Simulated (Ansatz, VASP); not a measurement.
## One calculation of BAs, two programs

```
As B
1.0
     0.00000    2.38850    2.38850
     2.38850    0.00000    2.38850
     2.38850    2.38850    0.00000
As B
1 1
Direct
  0.75000 0.75000 0.75000
  0.00000 0.00000 0.00000
```

Alike in both runs: task single point; functional PBE; k mesh 6 × 6 × 6; occupations fermi-dirac, width 0.05 eV; no spin polarisation.

|  | VASP | Ansatz |
| --- | --- | --- |
| version | VASP 6.6.1 | Ansatz 0.2.0 |
| potentials or method | VASP PAW PBE potentials, release 64 (As, B), cutoff 520 eV | all-electron PAW datasets made for the crystal |

|  | VASP | Ansatz | Ansatz less VASP |
| --- | --- | --- | --- |
| gap on the k mesh at the Fermi level (eV) | 1.27 | 1.28 | +0.011 |
| least direct gap on the mesh (eV) | 3.27 | 3.28 | +0.008 |
| pressure (GPa) | 3.5 | 2.8 | -0.69 |

Ansatz ran all-electron here, so the differences hold the error of VASP's frozen core and of both bases.

A k mesh can miss the band edges. PBE gaps usually lie below the measured ones, often by a third to a half.
